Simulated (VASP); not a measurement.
Set up this calculation in VASP 6.6.1, as the native input.

```yaml
Task: single point
Functional: PBE-based screened hybrid
Potentials_or_basis: VASP PAW PBE potentials, release 64 (Li_sv, H)
Cutoff: 520 eV
k_mesh: 4 × 4 × 4
Occupations: gaussian, width 0.01 eV
Spin: no spin polarisation
Dipole_correction: no
Exchange_at_q_=_0: truncated
Grid_for_exact_exchange_PRECFOCK: Normal
Share_of_exact_exchange: 0.4
Screening_parameter: 0.5
Further_INCAR_settings: ALGO = Normal; EDIFF = 1e-07; NBANDS = 9
```

Crystal: LiH.

```xyz
2
Lattice="2.5017 0.0000 0.0000 0.0000 2.5017 0.0000 0.0000 0.0000 2.5017" Properties=species:S:1:pos:R:3 pbc="T T T"
Li    0.0000    0.0000    0.0000
H     1.2508    1.2508    1.2508
```

The cell was built by a generator and needn't be a form met in nature.

One way to write it, as run:

POSCAR

```
LiH
1.0
    2.5016587118      0.0000000000      0.0000000000
    0.0000000000      2.5016587118      0.0000000000
    0.0000000000      0.0000000000      2.5016587118
Li H
1 1
Direct
    0.0000000000      0.0000000000      0.0000000000
    0.5000000000      0.5000000000      0.5000000000
```

INCAR.step1

```
SYSTEM = LiH
PREC = Accurate
ENCUT = 520
EDIFF = 1E-5
ISMEAR = 0
SIGMA = 0.01
LREAL = .FALSE.
LASPH = .TRUE.
NELM = 100
ALGO = Normal
ISIF = 2
LWAVE = .TRUE.
LCHARG = .FALSE.
GGA = PE
NBANDS = 9
```

INCAR.step2

```
SYSTEM = LiH
PREC = Accurate
ENCUT = 520
EDIFF = 1E-7
ISMEAR = 0
SIGMA = 0.01
LREAL = .FALSE.
LASPH = .TRUE.
NELM = 100
ALGO = Normal
ISIF = 2
LWAVE = .FALSE.
LCHARG = .FALSE.
GGA = PE
LHFCALC = .TRUE.
AEXX = 0.4
HFSCREEN = 0.5
PRECFOCK = Normal
ISTART = 1
NBANDS = 9
```

KPOINTS

```
Automatic mesh
0
G
  4 4 4
  0 0 0
```

Potentials or basis: VASP PAW PBE potentials, release 64 (Li_sv, H).

The run is started by

```sh
$ cat potpaw_PBE.64/Li_sv/POTCAR potpaw_PBE.64/H/POTCAR > POTCAR
$ cp INCAR.step1 INCAR
$ mpirun -np 1 vasp_std > vasp.out
$ cp INCAR.step2 INCAR
$ mpirun -np 1 vasp_std > vasp.out
```

It gave:

| Property | Result |
| --- | --- |
| Band gap on the k mesh | 1.17 eV, indirect (least direct gap 5.05 eV) |

Caveat: the k mesh is coarse (spacing up to 0.63 Å⁻¹), so the values aren't converged.

It used 14 s of CPU time on 1 thread of AMD EPYC 7R13 Processor (Zen 3), with other jobs on the host, which was overloaded at the time.
